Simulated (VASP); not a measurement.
# InP (F-43m) in VASP: further runs, part 2 of 2

VASP 6.6.1.

### Step 3. Dielectric tensor, PBEsol

The input, INCAR:

```
SYSTEM = InP
ALGO     = Normal         ! electronic algorithm
EDIFF    = 1E-8           ! SCF threshold, eV
ENCUT    = 600            ! plane-wave cutoff, eV
GGA      = PS             ! functional
ISIF     = 2              ! what is computed and relaxed
ISMEAR   = 0              ! smearing method
LASPH    = .True.         ! aspherical terms in the spheres
LCHARG   = .False.        ! write CHGCAR
LEPSILON = .True.         ! dielectric tensor by DFPT
LREAL    = .False.        ! projectors in reciprocal space
LWAVE    = .False.        ! write WAVECAR
NELM     = 80             ! most SCF steps
PREC     = Accurate       ! precision mode
SIGMA    = 0.03           ! smearing width, eV
```

The input, KPOINTS:

```
k-points
0
Monkhorst
  14 14 14
  0 0 0
```

The input, POSCAR:

```
InP                                     
1.0
    0.0000000000      2.9393308163      2.9393308163
    2.9393308163      0.0000000000      2.9393308163
    2.9393308163      2.9393308163      0.0000000000
  In              P             
     1     1
Direct
     0.0000000000000000    0.0000000000000000    0.0000000000000000
     0.2500000000000000    0.2500000000000000    0.2500000000000000
```

Potentials or basis: VASP PAW PBE potentials, release 64 (In_d, P).

Run with:

```bash
$ cat potpaw_PBE.64/In_d/POTCAR potpaw_PBE.64/P/POTCAR > POTCAR
$ mpirun -np 1 vasp_std > vasp.out
```

OUTCAR:

```text
SYSTEM = InP
   EDIFF = 1E-8
   ENCUT = 600
   GGA = PS
   ISIF = 2
   ISMEAR = 0
   LASPH = .True.
   LEPSILON = .True.
   LREAL = .False.
   NELM = 80
   PREC = Accurate

 ion  position               nearest neighbor table
   1  0.000  0.000  0.000-   2 2.55   2 2.55   2 2.55   2 2.55
   2  0.250  0.250  0.250-   1 2.55   1 2.55   1 2.55   1 2.55

  LATTYP: Found a face centered cubic cell.
 ALAT       =     5.8786616326

  Lattice vectors:

 A1 = (   0.0000000000,   2.9393308163,   2.9393308163)
 A2 = (   2.9393308163,   0.0000000000,   2.9393308163)
 A3 = (   2.9393308163,   2.9393308163,   0.0000000000)

Analysis of symmetry for initial positions (statically):
=====================================================================
 Subroutine PRICEL returns:
 Original cell was already a primitive cell.

 Routine SETGRP: Setting up the symmetry group for a
 face centered cubic supercell.

 Subroutine GETGRP returns: Found 24 space group operations
 (whereof 24 operations were pure point group operations)
 out of a pool of 48 trial point group operations.

The static configuration has the point symmetry T_d .

[... 603 lines left out ...]
  ---------------------------------------------------
  free energy    TOTEN  =        -1.57767000 eV

  energy without entropy =       -1.57767000

------------------------ aborting loop because EDIFF is reached ----------------------------------------

 PIEZOELECTRIC TENSOR FIELD DIRECTION 3  (e Angst)
 -----------------------------------------------------------------------------
     0.00094 -2.56520  0.00000           ( -0.00000 -0.03647  0.00000)
    -2.56520  0.00094  0.00000           ( -0.03647 -0.00000  0.00000)
     0.00000  0.00000 -0.00286           (  0.00000  0.00000 -0.00000)

 PIEZOELECTRIC TENSOR FIELD DIRECTION 3  (C/m^2)
 -----------------------------------------------------------------------------
     0.00030 -0.80920  0.00000
    -0.80920  0.00030  0.00000
     0.00000  0.00000 -0.00090

 MACROSCOPIC STATIC DIELECTRIC TENSOR (including local field effects in DFT)
 ------------------------------------------------------
          11.509215     0.000000     0.000000
          -0.000000    11.509215     0.000000
           0.000000    -0.000000    11.509215
 ------------------------------------------------------

 PIEZOELECTRIC TENSOR (including local field effects)  for field in x, y, z        (e  Angst)
          XX          YY          ZZ          XY          YZ          ZX
  --------------------------------------------------------------------------------
  x     0.00000     0.00000    -0.00000     0.00000    -2.56684     0.00000
  y    -0.00000    -0.00000    -0.00000     0.00000     0.00000    -2.56684
  z    -0.00000    -0.00000     0.00000    -2.56684     0.00000     0.00000

 PIEZOELECTRIC TENSOR (including local field effects)  for field in x, y, z        (C/m^2)
          XX          YY          ZZ          XY          YZ          ZX
  --------------------------------------------------------------------------------
  x     0.00000     0.00000    -0.00000     0.00000    -0.80972     0.00000
  y    -0.00000    -0.00000    -0.00000     0.00000     0.00000    -0.80972
  z    -0.00000    -0.00000     0.00000    -0.80972     0.00000     0.00000

 BORN EFFECTIVE CHARGES (including local field effects) (in |e|, cummulative output)
 ---------------------------------------------------------------------------------
 ion    1
    1     2.53527    -0.00000     0.00000
    2     0.00000     2.53527    -0.00000
    3     0.00000     0.00000     2.53527
 ion    2
    1    -2.53527     0.00000    -0.00000
    2    -0.00000    -2.53527     0.00000
    3    -0.00000    -0.00000    -2.53527
```

OSZICAR:

```text
N       E                     dE             d eps       ncg     rms          rms(c)
DAV:   1     0.118314010988E+03    0.11831E+03   -0.93385E+03  7285   0.171E+03
DAV:   2    -0.561190401813E+00   -0.11888E+03   -0.11524E+03  7560   0.351E+02
DAV:   3    -0.930164932503E+01   -0.87405E+01   -0.86550E+01  9584   0.957E+01
[... 12 lines left out ...]
RMM:  12    -0.157767697141E+01    0.19131E-04    0.24651E-06 75393   0.103E-03    0.939E-04
RMM:  13    -0.157767256439E+01    0.44070E-05   -0.92670E-07 69798   0.380E-04    0.620E-04
RMM:  14    -0.157767207997E+01    0.48442E-06   -0.13920E-07 55753   0.151E-04    0.337E-04
RMM:  15    -0.157766995967E+01    0.21203E-05   -0.85644E-09 40515   0.890E-05    0.822E-05
RMM:  16    -0.157766999980E+01   -0.40132E-07   -0.10370E-09 21543   0.624E-05    0.374E-05
RMM:  17    -0.157767000043E+01   -0.62991E-09    0.11808E-10 15146   0.565E-05    0.241E-06
```

stdout:

```text
POSCAR found type information on POSCAR InP
 POSCAR found :  2 types and       2 ions
 scaLAPACK will be used
 -----------------------------------------------------------------------------
|                                                                             |
|                                                                             |
|     You enforced a specific xc type in the INCAR file but a different       |
[... 46 lines left out ...]
  Direction:   1
 dielectric tensor                  component  1 :    11.509     0.532    -0.000
 Linear response to external field, progress :
  Direction:   2
 dielectric tensor                  component  2 :    -0.000    11.509    -0.901
 Linear response to external field, progress :
  Direction:   3
 dielectric tensor                  component  3 :     1.019    -0.182    11.509
 Born effective charges drift removed
```

It took 51 min on 1 thread of Intel Xeon 6975P-C (Granite Rapids), shared host; peak memory 2.5 GiB.

What came out:

* Electronic dielectric tensor (diagonal): 11.51
* Born charges (mean of the diagonal): In +2.54; P -2.54 e

Electronic dielectric tensor:
```
11.51  0.00  0.00
 0.00 11.51  0.00
 0.00  0.00 11.51
```

Born effective charge tensors (e):
atom 1, In
```
2.54 0.00 0.00
0.00 2.54 0.00
0.00 0.00 2.54
```
atom 2, P
```
-2.54  0.00  0.00
 0.00 -2.54  0.00
 0.00  0.00 -2.54
```

### Step 4. Comparison with measurements

Step 3. Measured high-frequency dielectric constant of InP: 9.61 (300 K; a printed reference work, textbook). This calculation gives 11.51 (+19.8 %).
